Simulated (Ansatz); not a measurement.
# SiC (Moissanite) (P6_3mc) in Ansatz: notebook

Runs on SiC (Moissanite). Level: rPW86-PBE. Tasks: single point, equation of state.

All numbers are computed with Ansatz 0.2.0; they aren't measurements. Logs are shortened: lines on timing, memory, paths and dates and some standing lists are left out, and cuts for length are marked.

**1. Starting point**

Symmetry: P6_3mc, No. 186, hexagonal system. Conventional cell: a = 3.076 Å, b = 3.076 Å, c = 5.048 Å, α = 90.00°, β = 90.00°, γ = 120.00°. Si (site symmetry 3m) has 4 C at 1.87 to 1.94 Å as nearest neighbours. Around C (site symmetry 3m) lie 4 Si at 1.87 to 1.94 Å.

**2. Single point, rPW86-PBE, 9.72 Å³/atom (volume scaled by 0.94)**

input.yaml

```yaml
crystal:
  lattice:
    - [3.0132068704, 0.0, 0.0]
    - [-1.5066034352, 2.6095136966, 0.0]
    - [0.0, 0.0, 4.9449506768]
  atoms:
    - { symbol: Si, position: [0.6666666667, 0.3333333333, 0.5] }
    - { symbol: Si, position: [0.3333333333, 0.6666666667, 0.0] }
    - { symbol: C, position: [0.6666666667, 0.3333333333, 0.885] }
    - { symbol: C, position: [0.3333333333, 0.6666666667, 0.385] }
hamiltonian:
  xc: { exchange: rpw86, correlation: pbe }
  pseudopotentials: { kind: paw }
kpoints:
  mp_grid: { grid: [10, 10, 5] }
scf:
  occupations: { method: fermi_dirac, width: 0.05 }
output:
  forces: true
  stress: true
  eigenvalues: true
```

Potentials or basis: Ansatz PAW.

Started as:

```
$ ansatz run input.yaml --threads 2 --pin off --max-ram 5120MiB --backend cpu --events-out ev --progress --plain --runs-dir out
```

The program printed:

```text
Warning: RAYON_NUM_THREADS=2 ignored (pool sized by the plan → 2); use --threads N
Engine: ansatz 0.2.0, aarch64-unknown-linux-gnu
Pseudopotentials: kind: paw
Pseudopotential: Si, paw, valence charge 4, recommended cutoff 420 eV (normal), Si.paw.azcp
Pseudopotential: C, paw, valence charge 4, recommended cutoff 420 eV (normal), C.paw.azcp
Functional definition: unnamed
  exchange = rpw86_x
  correlation = pbe_c
Crystal: 4 atoms, lattice volume = 38.882 Å³
Basis set: ecut = 420 eV, 749 PW (Γ), exchange–correlation on 48×48×72 points (8 copies of the dense FFT grid, shifted against one another)
Bands: 12, of which v1, the nominal top of the filled ones, is band 8 counted from 1 (7 counted from 0)
Symmetry: 12 space group operations
Space group: P63mc (ITA 186), of the structure as read, at distance tolerance 3.4e-5 Å
k-points: 42 of 500 (time reversal used)
Non-local potential: Si, projectors of the file, l = 0: 2, l = 1: 2, l = 2: 2
Non-local potential: C, projectors of the file, l = 0: 2, l = 1: 2, l = 2: 1
PAW form: soft (Blöchl's): semilocal exchange-correlation on the pseudo side does not see the compensation charge
PAW frozen core: Si, regenerated for the run's functional, and the local potential with it (the file was generated under x = pbe(κ = 0.804, μ = 0.2195149727645171), c = pbe(β = 0.06672455060314922))
PAW frozen core: C, regenerated for the run's functional, and the local potential with it (the file was generated under x = pbe(κ = 0.804, μ = 0.2195149727645171), c = pbe(β = 0.06672455060314922))
PAW one-centre angular grid: Si, 110 points (default); XC on 64 Gauss nodes
PAW one-centre angular grid: C, 110 points (default); XC on 64 Gauss nodes
Initial density: superposition of atomic densities (neutral atoms: chi_scale 0, normalization atom), corrected by the library's trained network
Initial wavefunctions: pseudopotential atomic-orbital guess
Functional: x = rpw86, c = pbe(β = 0.06672455060314922)
SCF iter   1: F=—  HF=-1804.782337 eV  |F-HF|=—  |Δ(HF+E_count)|=         —  Δρ=1.08e-2  dr2=4.75e-2  ethr=1.77e-3  ⟨swp⟩=5.3  Hψ=3342  notcnv=0
preconditioner: auto → none  [insulator: Δε(μ)=2.829 eV  Ē_g=12.524 eV  σ=0.050 eV  W_gap=1.00  n_scr=2 (ndim 8)  ℏωp=23.8 eV  f_vac=0.000  D(μ)=0.00/eV (n_scr^D=0)  ε∞_Penn≈4.6]
SCF iter   2: F=—  HF=-1804.767218 eV  |F-HF|=—  |Δ(HF+E_count)|=   1.51e-2  Δρ=2.61e-3  dr2=2.84e-3  ethr=2.97e-4  ⟨swp⟩=2.7  Hψ=1297  notcnv=0
SCF iter   3: F=—  HF=-1804.766349 eV  |F-HF|=—  |Δ(HF+E_count)|=   8.69e-4  Δρ=9.48e-4  dr2=3.61e-4  ethr=1.77e-5  ⟨swp⟩=2.6  Hψ=866  notcnv=0
SCF iter   4: F=—  HF=-1804.766271 eV  |F-HF|=—  |Δ(HF+E_count)|=   7.78e-5  Δρ=1.04e-4  dr2=1.47e-6  ethr=2.26e-6  ⟨swp⟩=2.5  Hψ=871  notcnv=0
SCF iter   5: F=—  HF=-1804.765775 eV  |F-HF|=—  |Δ(HF+E_count)|=   4.95e-4  Δρ=2.23e-5  dr2=8.22e-8  ethr=6.25e-10  ⟨swp⟩=5.0  Hψ=2993  notcnv=0
SCF iter   6: F=-1804.765775 eV  HF=-1804.765775 eV  |F-HF|=1.36e-11  |Δ(HF+E_count)|=   4.18e-8  Δρ=3.28e-6  dr2=2.22e-9  ethr=5.14e-10  ⟨swp⟩=2.9  Hψ=2030  notcnv=0
SCF 1 converged in 6 iterations: F = -1804.765775 eV  dr2 = 2.22e-9
SCF converged after 6 iterations
Free energy (F): -1804.765775 eV
Harris-Foulkes:  -1804.765775 eV  (|F-HF|=1.36e-11)
Internal energy: -1804.765775 eV  (E = F + TS)
E sigma→0 (E₀):  -1804.765775 eV
Fermi energy:    11.937808 eV
--- Per-component energies (eV) ---
  E_band       = 69.321158
  E_kinetic    = 281.058794
  E_local      = -209.797493  (includes V_loc(G=0)·N_el)
  E_nonlocal   = 108.211309
  E_hartree    = 66.135100
  E_xc         = -215.600032
  E_vxc        = -222.010815  (∫ρ·V_xc dr)
  E_paw        = -1254.379948  (= ΣΔE_a)
  E_vpaw       = -20.410789  (= ΣTr[D̂ρ^β])
  E_aug_tail   = 0.000028  (compensation charges beyond the density's cutoff)
  E_ewald      = -580.419505
  E_core_change = 0.025972  (= ΣΔE_core)
  E_smearing   = -0.000000  (= −TS)
  E_closure    = -0.000000  (closes the sum)
  Σ components = -1804.765775   (vs F -1804.765775, Δ=0.00e0)
--- Forces (eV/Å), atoms counted from 1 ---
  atom   1  Si    -0.00000000     0.00000000     0.85638548
  atom   2  Si     0.00000000    -0.00000000     0.85638548
  atom   3  C      0.00000000     0.00000000    -0.85638806
  atom   4  C     -0.00000000    -0.00000000    -0.85638806
  max |Σ_I F_I| component: 5.16e-6 eV/Å
--- Stress (GPa, compression-positive) ---
       25.556168      -0.000000       0.000000
        0.000000      25.556168       0.000000
        0.000000       0.000000      18.723142
  P = ⅓ Tr σ = 23.2785 GPa (232.785 kbar)
--- Band table (eV; the first three rows and the last of 42) ---
  k-point 0: bands = ["-5.4915", "-1.8058", "1.7135", "9.0554", "9.0554", "10.3525", "10.3525", "10.6296", "15.9050", "17.4320", "17.6027", "17.6027"]
  k-point 1: bands = ["-5.2886", "-2.5505", "2.7880", "9.1636", "9.1636", "9.5698", "10.2105", "10.2105", "16.0869", "17.6632", "17.6632", "18.1146"]
  k-point 2: bands = ["-4.6891", "-3.7311", "4.9255", "7.3452", "9.4608", "9.4608", "9.8593", "9.8593", "16.6171", "17.4310", "17.9714", "17.9714"]
  k-point 41: bands = ["-0.7949", "-0.4290", "2.5543", "2.8853", "4.4708", "5.2689", "8.3790", "8.8257", "15.7009", "15.9483", "16.7303", "17.9067"]
```

Run time: 1.2 s. Hardware: 2 threads of Arm Neoverse V2, shared host; peak memory 0.3 GiB.

Results:

| Property | Result |
| --- | --- |
| Free energy | -1804.7658 eV |
| Pressure | 23.3 GPa |
| Largest force | 0.856 eV/Å |
| Band gap on the k mesh | 2.69 eV, indirect (least direct gap 4.42 eV) |

Caveat: odd divisions of the mesh miss points on the zone boundary, where band edges often lie, so the gap on the mesh can be too wide; the pressure holds a Pulay correction of +0.3 GPa for the finite cutoff; the PAW data sets come from PBE, with cores solved anew for the run's functional, which leaves a small shift of forces and pressure.

**3. Single point, rPW86-PBE, 9.93 Å³/atom (volume scaled by 0.96)**

Changes to input.yaml since step 2:

```diff
@@ -2,5 +2,5 @@
   lattice:
-    - [3.0132068704, 0.0, 0.0]
-    - [-1.5066034352, 2.6095136966, 0.0]
-    - [0.0, 0.0, 4.9449506768]
+    - [3.0344273363, 0.0, 0.0]
+    - [-1.5172136681, 2.6278911591, 0.0]
+    - [0.0, 0.0, 4.9797754205]
   atoms:
```

Potentials or basis: Ansatz PAW.

Started as:

```
$ ansatz run input.yaml --threads 2 --pin off --max-ram 5120MiB --backend cpu --events-out ev --progress --plain --runs-dir out
```

It took 1.2 s on 2 threads of Arm Neoverse V2, shared host; peak memory 0.3 GiB.

The run converged. Its results:

```
Free energy            : -1804.8707 eV
Pressure               : 17.4 GPa
Largest force          : 0.821 eV/Å
Band gap on the k mesh : 2.72 eV, indirect (least direct gap 4.38 eV)
```

Caveat: odd divisions of the mesh miss points on the zone boundary, where band edges often lie, so the gap on the mesh can be too wide; the pressure holds a Pulay correction of +0.3 GPa for the finite cutoff; the PAW data sets come from PBE, with cores solved anew for the run's functional, which leaves a small shift of forces and pressure.

**4. Single point, rPW86-PBE, 10.13 Å³/atom (volume scaled by 0.98)**

Changes to input.yaml since step 3:

```diff
@@ -2,5 +2,5 @@
   lattice:
-    - [3.0344273363, 0.0, 0.0]
-    - [-1.5172136681, 2.6278911591, 0.0]
-    - [0.0, 0.0, 4.9797754205]
+    - [3.0553550827, 0.0, 0.0]
+    - [-1.5276775413, 2.6460151191, 0.0]
+    - [0.0, 0.0, 5.0141197845]
   atoms:
```

Started as:

```
$ ansatz run input.yaml --threads 2 --pin off --max-ram 5120MiB --backend cpu --events-out ev --progress --plain --runs-dir out
```

It took 1.3 s on 2 threads of Arm Neoverse V2, shared host; peak memory 0.3 GiB.

The run converged. Its results:

| Property | Result |
| --- | --- |
| Free energy | -1804.9469 eV |
| Pressure | 12.2 GPa |
| Largest force | 0.788 eV/Å |
| Band gap on the k mesh | 2.74 eV, indirect (least direct gap 4.33 eV) |

Caveat: odd divisions of the mesh miss points on the zone boundary, where band edges often lie, so the gap on the mesh can be too wide; the pressure holds a Pulay correction of +0.3 GPa for the finite cutoff; the PAW data sets come from PBE, with cores solved anew for the run's functional, which leaves a small shift of forces and pressure.

**5. Single point, rPW86-PBE, 10.34 Å³/atom**

Changes to input.yaml since step 4:

```diff
@@ -2,5 +2,5 @@
   lattice:
-    - [3.0553550827, 0.0, 0.0]
-    - [-1.5276775413, 2.6460151191, 0.0]
-    - [0.0, 0.0, 5.0141197845]
+    - [3.076, 0.0, 0.0]
+    - [-1.538, 2.663894142, 0.0]
+    - [0.0, 0.0, 5.048]
   atoms:
```

Started as:

```
$ ansatz run input.yaml --threads 2 --pin off --max-ram 5120MiB --backend cpu --events-out ev --progress --plain --runs-dir out
```

Run time: 1.3 s. Hardware: 2 threads of Arm Neoverse V2, shared host; peak memory 0.3 GiB.

Results (log left out):

- Free energy: -1804.9971 eV
- Pressure: 7.3 GPa
- Largest force: 0.757 eV/Å
- Band gap on the k mesh: 2.77 eV, indirect (least direct gap 4.28 eV)

Caveat: odd divisions of the mesh miss points on the zone boundary, where band edges often lie, so the gap on the mesh can be too wide; the pressure holds a Pulay correction of +0.3 GPa for the finite cutoff; the PAW data sets come from PBE, with cores solved anew for the run's functional, which leaves a small shift of forces and pressure.

**6. Single point, rPW86-PBE, 10.55 Å³/atom (volume scaled by 1.02)**

Changes to input.yaml since step 5:

```diff
@@ -2,5 +2,5 @@
   lattice:
-    - [3.076, 0.0, 0.0]
-    - [-1.538, 2.663894142, 0.0]
-    - [0.0, 0.0, 5.048]
+    - [3.0963714546, 0.0, 0.0]
+    - [-1.5481857273, 2.6815363392, 0.0]
+    - [0.0, 0.0, 5.0814314379]
   atoms:
```

Potentials or basis: Ansatz PAW.

Started as:

```
$ ansatz run input.yaml --threads 2 --pin off --max-ram 5120MiB --backend cpu --events-out ev --progress --plain --runs-dir out
```

Wall time 1.3 s (2 threads of Arm Neoverse V2, shared host); peak memory 0.3 GiB.

Results (log left out):

```yaml
Free_energy: -1805.0235 eV
Pressure: 3.0 GPa
Largest_force: 0.727 eV/Å
Band_gap_on_the_k_mesh: 2.76 eV, indirect (least direct gap 4.24 eV)
```

Caveat: odd divisions of the mesh miss points on the zone boundary, where band edges often lie, so the gap on the mesh can be too wide; the pressure holds a Pulay correction of +0.3 GPa for the finite cutoff; the PAW data sets come from PBE, with cores solved anew for the run's functional, which leaves a small shift of forces and pressure.

**7. Single point, rPW86-PBE, 10.75 Å³/atom (volume scaled by 1.04)**

Changes to input.yaml since step 6:

```diff
@@ -2,5 +2,5 @@
   lattice:
-    - [3.0963714546, 0.0, 0.0]
-    - [-1.5481857273, 2.6815363392, 0.0]
-    - [0.0, 0.0, 5.0814314379]
+    - [3.1164783262, 0.0, 0.0]
+    - [-1.5582391631, 2.6989494007, 0.0]
+    - [0.0, 0.0, 5.1144286705]
   atoms:
```

Started as:

```
$ ansatz run input.yaml --threads 2 --pin off --max-ram 5120MiB --backend cpu --events-out ev --progress --plain --runs-dir out
```

Run time: 1.2 s. Hardware: 2 threads of Arm Neoverse V2, shared host; peak memory 0.31 GiB.

Results (log left out):

```yaml
Free_energy: -1805.0285 eV
Pressure: -1.0 GPa
Largest_force: 0.699 eV/Å
Band_gap_on_the_k_mesh: 2.72 eV, indirect (least direct gap 4.19 eV)
```

Caveat: odd divisions of the mesh miss points on the zone boundary, where band edges often lie, so the gap on the mesh can be too wide; the pressure holds a Pulay correction of +0.3 GPa for the finite cutoff; the PAW data sets come from PBE, with cores solved anew for the run's functional, which leaves a small shift of forces and pressure.

**8. Single point, rPW86-PBE, 10.96 Å³/atom (volume scaled by 1.06)**

Changes to input.yaml since step 7:

```diff
@@ -2,5 +2,5 @@
   lattice:
-    - [3.1164783262, 0.0, 0.0]
-    - [-1.5582391631, 2.6989494007, 0.0]
-    - [0.0, 0.0, 5.1144286705]
+    - [3.1363290418, 0.0, 0.0]
+    - [-1.5681645209, 2.7161406248, 0.0]
+    - [0.0, 0.0, 5.1470055276]
   atoms:
@@ -21 +21,5 @@
   eigenvalues: true
+  write_density: true
+  write_potential: true
+  elf: true
+  volumetric_format: npy
```

Started as:

```
$ ansatz run input.yaml --threads 2 --pin off --max-ram 5120MiB --backend cpu --events-out ev --progress --plain --runs-dir out
```

Run time: 1.6 s. Hardware: 2 threads of Arm Neoverse V2, shared host; peak memory 0.31 GiB.

The run converged. Its results:

| Property | Result |
| --- | --- |
| Free energy | -1805.0140 eV |
| Pressure | -4.6 GPa |
| Largest force | 0.672 eV/Å |
| Band gap on the k mesh | 2.68 eV, indirect (least direct gap 4.15 eV) |

Caveat: odd divisions of the mesh miss points on the zone boundary, where band edges often lie, so the gap on the mesh can be too wide; the pressure holds a Pulay correction of +0.3 GPa for the finite cutoff; the PAW data sets come from PBE, with cores solved anew for the run's functional, which leaves a small shift of forces and pressure.

**9. Equation of state, rPW86-PBE**

Potentials or basis: Ansatz PAW.

No new run: the results of the series are fitted here.

Results:

* Equilibrium volume: 10.70 Å³/atom
* Bulk modulus at fixed shape and positions: 200 GPa
* Pressure derivative of the bulk modulus: 4.0

Energy against volume, from the lowest point:
```
volume (Å³/atom)  energy (meV/atom)
           9.721              65.69
           9.927              39.45
          10.134              20.42
          10.341               7.87
          10.548               1.26
          10.755               0.00
          10.961               3.63
```

Caveat: the potentials were made for another functional, which shifts forces and pressure; the cell was scaled at fixed shape and fractional positions, which overstates the stiffness of a crystal with free parameters, most of all of layers and chains.
